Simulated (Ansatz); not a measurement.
## Which way does HfO2 + SnS2 ⇌ HfS2 + SnO2 run?

Plane-wave DFT in Ansatz with scalar-relativistic PAW potentials, cutoff 420 eV, Γ-centred meshes chosen by cell and gap, Gaussian smearing with energies taken to zero width. Every cell was relaxed (cell and atoms) in a run of its own, within the symmetry of its start. Functional: PBEsol.

Total energies hold large constants for each element; a whole number of eV per atom of each element is taken off below, which cancels in a balanced reaction.

| compound | lowest structure computed | structures tried | V (Å³/atom) | gap on mesh (eV) | E (eV per formula unit, common shift removed) |
| --- | --- | --- | --- | --- | --- |
| HfO2 | P2_1/c | 4 | 11.43 | 3.97 | -11.2880 |
| SnS2 | P-3m1 | 5 | 23.40 | 1.44 | -0.8328 |
| HfS2 | P-3m1 | 1 | 22.15 | 0.93 | -4.5745 |
| SnO2 | P4_2/mnm | 2 | 12.17 | 0.92 | -5.5338 |

Question: Work out the reaction energy at 0 K.

Answer: ΔE = E(HfS2) + E(SnO2) − E(HfO2) − E(SnS2) = 2.012 eV, or 194 kJ per mole of reaction (335 meV/atom). The left side is lower: Hf takes O and Sn takes S. Pauling's electronegativities (Hf 1.3, Sn 1.96; O 3.44, S 2.58) would pair Hf with O, the most ionic bond; the result follows that. All four are computed as solids; where they are solids at ordinary conditions entropy changes little. A lower structure that wasn't tried would shift the value, and mixed crystals may lie lower than either side.

Spin-orbit coupling is left out, which matters for the bands of heavy elements. An odd mesh misses points on the zone edge, so a gap read on it can be too wide. Each cell of HfS2, SnS2 holds layers, and where no dispersion correction was added their binding is poorly described.